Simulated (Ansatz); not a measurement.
Consider NaScSe2 (I-III-VI2 or I-V-VI2 ordering, started on the rocksalt lattice) (P4/nmm).

The structure was built from a prototype and need not be the compound's stable phase.

```xyz
8
Lattice="4.0127 0.0000 0.0000 0.0000 4.0127 0.0000 0.0000 0.0000 11.6996" Properties=species:S:1:pos:R:3 pbc="T T T"
Na    2.0064    0.0000   10.3896
Se    2.0064    0.0000    1.7703
Na    0.0000    2.0064    1.3100
Se    0.0000    2.0064    4.6146
Sc    2.0064    0.0000    4.2253
Se    2.0064    0.0000    7.0850
Sc    0.0000    2.0064    7.4743
Se    0.0000    2.0064    9.9293
```

The structure was relaxed with PBE. The runs that relaxed it are not among those shown. PAW set soft_2, made with PBE.

Gaps computed with Ansatz 0.2.0 without a self-energy: PBE 0.20 eV, PBE+SOC 0.10 eV and HSE06 0.91 eV.

Q: What gap should G0W0 on PBE give (4×4×2 mesh, 562 empty bands, screening to 120 eV, default PAW files)?

About 1.58 eV: on its mesh the run moves the gap from 0.21 eV by +1.38 eV. Among the scalar-relativistic levels given, HSE06 is nearest (−0.67 eV). Spin-orbit coupling is not in that value; its −0.10 eV at the PBE level would bring it to about 1.49 eV. Bands and cutoff are finite, so the gap is not at the basis limit. The miss can reach some tenths of an eV and take either sign; the mesh is an error of its own. The 4×4×2 mesh is coarse for this cell (its supercell is 16 Å along the shortest edge). The RPA ε∞ on it, from the PBE start, is 6.33 and 9.82; such meshes misread the long-range screening, most where the gap is narrow. The many-body steps are scalar-relativistic: spin-orbit coupling is not in them.

[Paths, hosts, dates, memory and timing lines, banners, echoed tables and standing remarks are left out of the program output.]

[Logs are printed without paths, hosts, clocks, repeated set-up lines and the standing remarks that a program may print on its own settings, such as how far it seeks lower states.]

[Runs of the session that timed out or met a known fault of the program may be left out.]

[Cells called generated may have been cut or substituted from an entry of the Crystallography Open Database or the Materials Project.]

[Hosts, paths, dates, database ids (printed as entryN), source tags and the programs' standing remarks are cut or masked in the printed files.]
